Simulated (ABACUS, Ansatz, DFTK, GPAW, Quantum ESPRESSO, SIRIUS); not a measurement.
One calculation of KTaO3, 7 ways

```
Ta K O
1.0
     3.98830    0.00000    0.00000
     0.00000    3.98830    0.00000
     0.00000    0.00000    3.98830
Ta K O
1 1 3
Direct
  0.00000 0.00000 0.00000
  0.50000 0.50000 0.50000
  0.00000 0.00000 0.50000
  0.00000 0.50000 0.00000
  0.50000 0.00000 0.00000
```

Alike in all runs: task equation of state; functional PBE; k mesh 7 × 7 × 7; occupations fermi-dirac, width 0.05 eV; no spin polarisation; no spin-orbit coupling.

```csv
program and potentials,plane-wave cutoff (eV),notes,equilibrium volume (Å³/atom),bulk modulus (GPa)
"SIRIUS, PseudoDojo 0.4.1 PBE standard (scalar relativistic)",1152,-,12.97,187.9
"DFTK, PseudoDojo SR PBE 0.4.1 standard (PBE)",1143,-,?,?
"Quantum ESPRESSO, SSSP 1.3 efficiency PBE",816,-,13.04,189.1
"GPAW, GPAW PAW data sets (gpaw-data 1.2.1)",800,-,13.09,187.6
"Ansatz, all-electron LAPW, scalar-relativistic",-,-,13.04,186.8
"Ansatz, Ansatz PAW (earlier soft set)",420,-,13.02,188.5
"ABACUS, PseudoDojo NC SR 0.4.1 PBE standard, plane waves",1143,-,12.97,187.9
```

Q: Estimate from the other rows what the run with DFTK, PseudoDojo SR PBE 0.4.1 standard (PBE) gave.

A: Equilibrium volume 12.97 Å³/atom; bulk modulus 187.8 GPa. The other rows, which needn't bracket it: equilibrium volume 12.97 to 13.09; bulk modulus 186.8 to 189.1.
